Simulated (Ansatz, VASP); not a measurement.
## W: VASP beside Ansatz

The input INCAR:

```
SYSTEM = W
PREC = Accurate
ENCUT = 520
EDIFF = 1E-7
ISMEAR = -1
SIGMA = 0.1
LREAL = .FALSE.
LASPH = .TRUE.
NELM = 100
ALGO = Normal
ISIF = 2
LWAVE = .FALSE.
LCHARG = .TRUE.
GGA = B5
ALDAX = 1.0
AGGAX = 1.0
AGGAC = 1.0
ALDAC = 0.0
LELF = .TRUE.
LVHAR = .TRUE.
NBANDS = 13
```

Contents of KPOINTS:

```
Automatic mesh
0
G
  13 13 13
  0 0 0
```

POSCAR

```
W
1.0
    2.7421229093      0.0000000000      0.0000000000
    0.0000000000      2.7421229093      0.0000000000
    0.0000000000      0.0000000000      2.7421229093
W
1
Direct
    0.0000000000      0.0000000000      0.0000000000
```

Input for Ansatz:

```yaml
crystal:
  lattice:
    - [2.7421229093, 0.0, 0.0]
    - [0.0, 2.7421229093, 0.0]
    - [0.0, 0.0, 2.7421229093]
  atoms:
    - { symbol: W, position: [0.0, 0.0, 0.0] }
hamiltonian:
  xc: blyp
  pseudopotentials:
    kind: paw
    azcp:
      W: "pseudopotentials/W.paw.azcp"
basis:
  ecutwfc: 420
  fft_grid_basis: typed
kpoints:
  mp_grid: { grid: [13, 13, 13], shift: [0, 0, 0] }
magnetization:
  spin_polarized: false
scf:
  occupations: { method: fermi_dirac, width: 0.1 }
  lower_state_search: "off"
output:
  stress: true
```

Alike in both runs: task single point; functional BLYP; k mesh 13 × 13 × 13; occupations fermi-dirac, width 0.1 eV; no spin polarisation.

|  | VASP | Ansatz |
| --- | --- | --- |
| version | VASP 6.6.1 | Ansatz 0.2.0 |
| potentials or method | VASP PAW PBE potentials, release 64 (W_sv) | plane waves (420 eV) with PAW, scalar-relativistic |
| plane-wave cutoff (eV) | 520 | 420 |
| valence electrons in the cell | 14 | 14 |

Ansatz gave:

| Property | Result |
| --- | --- |
| pressure (GPa) | -12.8 |

Task: What did VASP give for the same quantities?

Result: Pressure (GPa): -11.9.

With one functional, cell and mesh, what is left measures potentials, basis and numerics.

Caveats: the PAW data sets were made with another functional, which shifts forces and pressure a little (VASP). The runs have no spin-orbit coupling, so splittings on W are missing.
